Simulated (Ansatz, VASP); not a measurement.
## Al: VASP beside Ansatz

The input INCAR:

```
PREC     = Accurate       # precision mode
ENCUT    = 520            # plane-wave cutoff, eV
EDIFF    = 1E-7           # SCF threshold, eV
ISMEAR   = -1             # smearing method
SIGMA    = 0.1            # smearing width, eV
LREAL    = False          # projectors in reciprocal space
LASPH    = True           # aspherical terms in the spheres
NELM     = 100            # most SCF steps
ALGO     = Normal         # electronic algorithm
ISIF     = 2              # what is computed and relaxed
LWAVE    = False          # write WAVECAR
LCHARG   = True           # write CHGCAR
GGA      = PE             # functional
LELF     = True           # ELF
LVHAR    = True         
NBANDS   = 8              # bands
```

Contents of KPOINTS:

```
Automatic mesh
0
Gamma
  22 22 22
```

File POSCAR:

```
Al
1.0
    0.0000000000      2.0199630948      2.0199630948
    2.0199630948      0.0000000000      2.0199630948
    2.0199630948      2.0199630948      0.0000000000
Al
1
Direct
    0.0000000000      0.0000000000      0.0000000000
```

Input for Ansatz:

```yaml
crystal:
  lattice:
    - [0.0, 2.0199630948, 2.0199630948]
    - [2.0199630948, 0.0, 2.0199630948]
    - [2.0199630948, 2.0199630948, 0.0]
  atoms:
    - { symbol: Al, position: [0.0, 0.0, 0.0] }
hamiltonian:
  xc: pbe
  pseudopotentials:
    kind: paw
    azcp:
      Al: "pseudopotentials/Al.paw.azcp"
basis:
  ecutwfc: 420
  fft_grid_basis: typed
kpoints:
  mp_grid: { grid: [22, 22, 22], shift: [0, 0, 0] }
magnetization:
  spin_polarized: false
scf:
  occupations: { method: fermi_dirac, width: 0.1 }
  lower_state_search: "off"
output:
  stress: true
  write_density: true
  write_potential: true
  elf: true
  volumetric_format: npy
```

Alike in both runs: task single point; functional PBE; k mesh 22 × 22 × 22; occupations fermi-dirac, width 0.1 eV; no spin polarisation.

|  | VASP | Ansatz |
| --- | --- | --- |
| version | VASP 6.6.1 | Ansatz 0.2.0 |
| potentials or method | VASP PAW PBE potentials, release 64 (Al) | plane waves (420 eV) with PAW, scalar-relativistic |
| plane-wave cutoff (eV) | 520 | 420 |
| valence electrons in the cell | 3 | 3 |

Ansatz gave:

- pressure (GPa): 0.1

Task: Which values does VASP return?

Result: Pressure (GPa): 0.0.
